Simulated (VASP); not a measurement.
A run of VASP 6.6.1 is set up as follows.

File INCAR:

```
SYSTEM = HgH
PREC = Accurate
ENCUT = 520
EDIFF = 1E-6
ISMEAR = 0
SIGMA = 0.1516
LREAL = .False.
LASPH = .True.
NELM = 60
ALGO = Normal
ISIF = 2
LWAVE = .False.
LCHARG = .True.
GGA = PE
LELF = .True.
LVHAR = .True.
NBANDS = 14
```

Contents of KPOINTS:

```
Automatic mesh
0
Gamma
  6 6 6
  0 0 0
```

File POSCAR:

```
HgH
1.0
    3.1143500000      0.0000000000      0.0000000000
    0.0000000000      3.1143500000      0.0000000000
    0.0000000000      0.0000000000      3.1143500000
H Hg
1 1
Direct
    0.5000000000      0.5000000000      0.5000000000
    0.0000000000      0.0000000000      0.0000000000
```

Potentials or basis: VASP PAW PBE potentials, release 64 (H, Hg).

Launch:

```sh
$ cat potpaw_PBE.64/H/POTCAR potpaw_PBE.64/Hg/POTCAR > POTCAR
$ mpirun -np 1 vasp_std > vasp.out
```

(1) Predict the band gap on the k mesh.

(2) What does it give for the pressure?

Answers

(1) none (metal or under the smearing width).

(2) -1.8 GPa.
